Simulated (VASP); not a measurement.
# Ru (P6_3/mmc) in VASP: a series of runs, part 2 of 3

VASP 6.6.1. The steps go on from the part before.

## Step 3: Relaxation of cell and atoms, LDA

INCAR reads:

```
ALGO = Normal ; EDIFF = 1E-7
EDIFFG = -0.005 ; ENCUT = 600
GGA = CA ; IBRION = 2
ISIF = 3 ; ISMEAR = 0
LASPH = T ; LCHARG = F
LREAL = F ; LWAVE = F
NELM = 80 ; NSW = 90
PREC = Accurate ; SIGMA = 0.1
```

KPOINTS reads:

```
k-points
0
Gamma
  18 18 10
```

POSCAR reads:

```
Ru
1.0
    2.7078263400      0.0000000000      0.0000000000
   -1.3539131700      2.3450464000      0.0000000000
    0.0000000000      0.0000000000      4.2681017800
Ru
2
Direct
    0.3333333300      0.6666666700      0.2500000000
    0.6666666700      0.3333333300      0.7500000000
```

Potentials or basis: VASP PAW LDA potentials, release 64 (Ru_pv).

Started as:

```bash
cat potpaw_LDA.64/Ru_pv/POTCAR > POTCAR
mpirun -np 1 vasp_std > vasp.out
```

OUTCAR:

```text
EDIFF = 1E-7
   EDIFFG = -0.005
   ENCUT = 600
   GGA = CA
   IBRION = 2
   ISIF = 3
   ISMEAR = 0
   LASPH = T
   LREAL = F
   NELM = 80
   NSW = 90
   PREC = Accurate

 ion  position               nearest neighbor table
   1  0.333  0.667  0.250-   2 2.65   2 2.65   2 2.65   2 2.65   2 2.65   2 2.65
   2  0.667  0.333  0.750-   1 2.65   1 2.65   1 2.65   1 2.65   1 2.65   1 2.65

  LATTYP: Found a hexagonal cell.
 ALAT       =     2.7078263400
 C/A-ratio  =     1.5762095659

  Lattice vectors:

 A1 = (   2.7078263400,   0.0000000000,   0.0000000000)
 A2 = (  -1.3539131700,   2.3450464000,   0.0000000000)
 A3 = (   0.0000000000,   0.0000000000,   4.2681017800)

Analysis of symmetry for initial positions (statically):
=====================================================================
 Subroutine PRICEL returns:
 Original cell was already a primitive cell.

 Routine SETGRP: Setting up the symmetry group for a
 hexagonal supercell.

 Subroutine GETGRP returns: Found 24 space group operations
 (whereof 12 operations were pure point group operations)
 out of a pool of 24 trial point group operations.

The static configuration has the point symmetry D_3d.
 The point group associated with its full space group is D_6h.

Analysis of symmetry for dynamics (positions and initial velocities):
=====================================================================
 Subroutine PRICEL returns:
 Original cell was already a primitive cell.

 Routine SETGRP: Setting up the symmetry group for a
 hexagonal supercell.

 Subroutine GETGRP returns: Found 24 space group operations
 (whereof 12 operations were pure point group operations)
 out of a pool of 24 trial point group operations.

The dynamic configuration has the point symmetry D_3d.
 The point group associated with its full space group is D_6h.

 Subroutine INISYM returns: Found 24 space group operations
 (whereof 12 operations are pure point group operations),
 and found     1 'primitive' translations

----------------------------------------------------------------------------------------

                                     Primitive cell

  volume of cell :      27.1024

  direct lattice vectors                    reciprocal lattice vectors
     2.707826340  0.000000000  0.000000000     0.369299901  0.213215397  0.000000000
    -1.353913170  2.345046400  0.000000000     0.000000000  0.426430795  0.000000000
     0.000000000  0.000000000  4.268101780     0.000000000  0.000000000  0.234296193

  length of vectors
     2.707826340  2.707826340  4.268101780     0.426430795  0.426430795  0.234296193

  position of ions in fractional coordinates (direct lattice)
     0.333333330  0.666666670  0.250000000
     0.666666670  0.333333330  0.750000000

  ion indices of the primitive-cell ions
   primitive index   ion index
                 1           1
                 2           2

----------------------------------------------------------------------------------------

 KPOINTS: k-points

[... 60 lines left out ...]
   ICHARG =      2    charge: 1-file 2-atom 10-const
   ISPIN  =      1    spin polarized calculation?
   LNONCOLLINEAR =      F non collinear calculations
   LSORBIT =      F    spin-orbit coupling
   LASPH  =      T    aspherical Exc in radial PAW
   ENCUT  =  600.0 eV  44.10 Ry    6.64 a.u.   5.41  5.41  8.52*2*pi/ulx,y,z
   NELM   =     80;   NELMIN=  2; NELMDL= -5     # of ELM steps
   EDIFF  = 0.1E-06   stopping-criterion for ELM
   LREAL  =      F    real-space projection
   EDIFFG = -.5E-02   stopping-criterion for IOM
   NSW    =     90    number of steps for IOM
   IBRION =      2    ionic relax: 0-MD 1-quasi-New 2-CG
   NFREE  =      1    steps in history (QN), initial steepest desc. (CG)
   ISIF   =      3    stress and relaxation
   ISYM   =      2    0-nonsym 1-usesym 2-fastsym
   POTIM  = 0.5000    time-step for ionic-motion
   TEBEG  =    0.0;   TEEND  =   0.0 temperature during run
   PSTRESS=    0.0 pullay stress
   NELECT =      28.0000    total number of electrons
   NUPDOWN=      -1.0000    fix difference up-down
   EMIN   =  10.00;   EMAX   =-10.00  energy-range for DOS
   EFERMI =   0.00;   METHOD = LEGACY
   ISMEAR =     0;   SIGMA  =   0.10  broadening in eV -4-tet -1-fermi 0-gaus
   EFERMI_NEDOS =   21; number of points for ismear=-14 and -15
   IALGO  =     38    algorithm
   IMIX   =      4    mixing-type and parameters
     AMIX     =   0.40;   BMIX     =  1.00
     AMIX_MAG =   1.60;   BMIX_MAG =  1.00
  volume/ion in A,a.u.               =      13.55        91.45
  Fermi-wavevector in a.u.,A,eV,Ry     =   1.654977  3.127452 37.265640  2.738947
  Thomas-Fermi vector in A             =   2.743152
   LORBIT       =      0    0 simple, 1 ext, 2 COOP (PROOUT), +10 PAW based schemes
   GGA     = CA    functional components
   LHFCALC =     F    Hartree Fock is set to
   AEXX    =    0.0000 exact exchange contribution
   IVDW    =     0    specifies the selected vdW correction
   LEPSILON=     F    determine dielectric tensor
   LRPA    =     F    only Hartree local field effects (RPA)
 conjugate gradient relaxation of ions
 non-spin polarized calculation
 Gauss-broadening in eV      SIGMA  =   0.10
  energy-cutoff  :      600.00
  volume of cell :       27.10
 maximum number of plane-waves:       935
 NGX is ok and might be reduce to    24
   NGX = 11   NGY = 11   NGZ = 17

--------------------------------------- Ionic step        1  -------------------------------------------

 number of electron      28.0000001 magnetization

 Free energy of the ion-electron system (eV)
  ---------------------------------------------------
  ext. energy  EPLUGINS =         0.00000000
  ---------------------------------------------------
  free energy    TOTEN  =       -21.36414296 eV

  energy without entropy =      -21.35508405  energy(sigma->0) =      -21.35961350

------------------------ aborting loop because EDIFF is reached ----------------------------------------

  FORCE on cell =-STRESS in cart. coord.  units (eV):
  Direction    XX          YY          ZZ          XY          YZ          ZX
  --------------------------------------------------------------------------------------
  -------------------------------------------------------------------------------------
  Total       -1.8869246     -1.8869246     -1.7970678     -0.0000000      0.0000000      0.0000000
  in kB     -111.5470532   -111.5470532   -106.2351021     -0.0000000      0.0000000      0.0000000
  external PRESSURE =    -109.7764028 kB  Pullay stress =       0.0000000 kB
[... 89 lines left out ...]
  FREE ENERGIE OF THE ION-ELECTRON SYSTEM (eV)
  ---------------------------------------------------
  free  energy   TOTEN  =       -21.3945093889 eV

  energy  without entropy=      -21.3858486837  energy(sigma->0) =      -21.39017904

[... ionic steps 4 to 8 ...]

--------------------------------------- Ionic step        9  -------------------------------------------

 number of electron      27.9999993 magnetization

------------------------ aborting loop because EDIFF is reached ----------------------------------------
[... 67 lines left out ...]
--------------------------------------- Ionic step       11  -------------------------------------------

 number of electron      27.9999993 magnetization

 Free energy of the ion-electron system (eV)
  ---------------------------------------------------
  ext. energy  EPLUGINS =         0.00000000
  ---------------------------------------------------
  free energy    TOTEN  =       -21.39471208 eV

  energy without entropy =      -21.38610869  energy(sigma->0) =      -21.39041039

 E-fermi :  13.3284     XC(G=0): -14.5916

 val. band max:       13.3263203428   @ k =   0.1667   0.1111   0.3000
 cond. band min:      13.3462233320   @ k =   0.4444   0.1111   0.5000
 fundamental gap:      0.0199029892
 Fermi energy:        13.3284222562

 k-point     1 :       0.0000    0.0000    0.0000
  band No.  band energies     occupation
      1     -30.2654      2.00000
      2     -29.2010      2.00000
      3     -29.2010      2.00000
      4     -29.0078      2.00000
      5     -29.0078      2.00000
      6     -28.9618      2.00000
[... 481 lines left out ...]
      5     -29.2924      2.00000
      6     -29.2034      2.00000
[... 10 lines left out ...]
     17      17.2797      0.00000
     18      21.0207      0.00000

 [... further k-points ...]

------------------------ aborting loop because EDIFF is reached ----------------------------------------

  FORCE on cell =-STRESS in cart. coord.  units (eV):
  Direction    XX          YY          ZZ          XY          YZ          ZX
  --------------------------------------------------------------------------------------
  -------------------------------------------------------------------------------------
  Total        0.0009778      0.0009778     -0.0038794      0.0000000     -0.0000000      0.0000000
  in kB        0.0597012      0.0597012     -0.2368710      0.0000000     -0.0000000      0.0000000
  external PRESSURE =      -0.0391562 kB  Pullay stress =       0.0000000 kB
[... 17 lines left out ...]
  FREE ENERGIE OF THE ION-ELECTRON SYSTEM (eV)
  ---------------------------------------------------
  free  energy   TOTEN  =       -21.3947120819 eV

  energy  without entropy=      -21.3861086893  energy(sigma->0) =      -21.39041039

 reached required accuracy - stopping structural energy minimisation
```

It took 3.5 min on 1 thread of Intel Xeon 6975P-C (Granite Rapids), shared host; peak memory 0.24 GiB.

Results:

```
Free energy                            : -21.3947 eV
Relaxed volume                         : 13.12 Å³/atom
Relaxed cell                           : a = 2.676 Å, b = 2.676 Å, c = 4.230 Å, α = 90.00°, β = 90.00°, γ = 120.00°
Space group after relaxing (to 0.05 Å) : P6_3/mmc (No. 194)
Energy gained by relaxing              : 15.3 meV/atom
Ionic steps                            : 11
Pressure after relaxing                : 0.0 GPa
Band gap on the k mesh                 : none (metal or under the smearing width)
```

The path:
| step | energy change (eV) | largest force (eV/Å) | pressure (GPa) | volume (Å³) |
| --- | --- | --- | --- | --- |
| 1 | 0.0000 | 0.0000 | -10.98 | 27.10 |
| 2 | 0.3367 | 0.0000 | 49.70 | 23.62 |
| 3 | -0.0304 | 0.0000 | -0.52 | 26.28 |
| 4 | -0.0304 | 0.0000 | -0.06 | 26.25 |
| 5 | -0.0304 | 0.0000 | 0.18 | 26.23 |
| 6 | -0.0305 | 0.0000 | 0.17 | 26.23 |
| 7 | -0.0306 | 0.0000 | 0.15 | 26.23 |
| 8 | -0.0306 | 0.0000 | 0.17 | 26.23 |
| 9 | -0.0306 | 0.0000 | 0.17 | 26.23 |
| 10 | -0.0305 | 0.0000 | -0.42 | 26.27 |
| 11 | -0.0306 | 0.0000 | 0.00 | 26.24 |

Final structure:
```
Ru
1.0
     2.67620    0.00000    0.00000
    -1.33810    2.31766    0.00000
     0.00000    0.00000    4.23049
Ru
2
Direct
  0.33333 0.66667 0.25000
  0.66667 0.33333 0.75000
```

Levels at points of the mesh, in eV from the Fermi level:
| k point | band 12 | band 13 | band 14 | band 15 | band 16 | band 17 |
| --- | --- | --- | --- | --- | --- | --- |
| (0.00, 0.00, 0.00) | -2.02 | -2.02 | -1.47 | -1.47 | 1.26 | 1.26 |
| (0.50, 0.00, 0.00) | -1.85 | -1.59 | 1.53 | 1.98 | 2.06 | 4.28 |
| (0.00, 0.00, 0.50) | -2.92 | -2.82 | -2.82 | 0.60 | 0.60 | 0.60 |
| (0.50, 0.00, 0.50) | -1.12 | 0.48 | 0.48 | 1.80 | 1.80 | 3.54 |

(Continued in part 3 of 3.)
